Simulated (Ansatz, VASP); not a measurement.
## Ge in VASP and in Ansatz

```xyz
4
Lattice="4.1169 0.0000 0.0000 -2.0584 3.5653 0.0000 0.0000 0.0000 6.7943" Properties=species:S:1:pos:R:3 pbc="T T T"
Ge    2.0584    1.1884    0.4256
Ge    0.0000    2.3769    3.8227
Ge    2.0584    1.1884    2.9716
Ge    0.0000    2.3769    6.3687
```

Change from the starting cell: equal strain along all axes, cell held, atoms relaxed: +3.0 %.

Alike in both runs: functional PBEsol; k mesh 18 × 18 × 8; occupations gaussian, width 0.1 eV; no spin polarisation.

Ansatz relaxed the structure, and its values are those at the end. VASP's run is a single point on that final structure, the one shown.

|  | VASP | Ansatz |
| --- | --- | --- |
| version | VASP 6.6.1 | Ansatz 0.2.0 |
| potentials or method | VASP PAW PBE potentials, release 64 (Ge_d) | scalar-relativistic, plane waves, PAW |
| plane-wave cutoff (eV) | 520 | 420 |
| valence electrons in the cell | 56 | 56 |

|  | VASP | Ansatz | Ansatz less VASP |
| --- | --- | --- | --- |
| gap on the k mesh at the Fermi level (eV) | none | none | - |
| pressure (GPa) | -5.0 | -4.9 | +0.09 |

A gap of «none» marks a metal or a gap that the smearing closes. The functional is the same, so the differences come from potentials, cutoffs and numerics. Ansatz warned: «stress_scf_threshold_loose».

Caveats: the PAW data sets were made with another functional, which shifts forces and pressure a little (VASP).
